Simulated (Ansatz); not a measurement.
**GdN: zone-centre modes**

These are results of Ansatz 0.2.0, DFT PBE, scalar-relativistic, plane waves, PAW, not measurements. Plane waves to 420 eV; Γ-centred k mesh 18×18×18; Gaussian smearing of 0.10 eV. Collinear spin, site moments 6.9, -0.1 μB. Phonons by linear response, acoustic sum rule imposed.

Equilibrium structure at this level:
```
CELL_PARAMETERS angstrom
-1.76207 1.76207 2.49194
1.76207 -1.76207 2.49194
1.76207 1.76207 -2.49194
ATOMIC_POSITIONS crystal
Gd 0.30174 0.30174 0.00000
N 0.80174 0.80174 0.00000
```

The cell has the rock salt type, in a space group that the part of the Crystallography Open Database at hand lists for this formula; it was reached from a generator's guess. In a metal, frequencies depend on the k mesh and the smearing, soft modes most. The open f shell has no Hubbard U here.

Optical modes at Γ:
| frequency (cm⁻¹) | degeneracy |
| --- | --- |
| 131 | 3 |

All 3 optical modes at Γ are real: no displacement of atoms at fixed cell lowers the energy to second order. Strains and modes at other wave vectors aren't tested by this run.
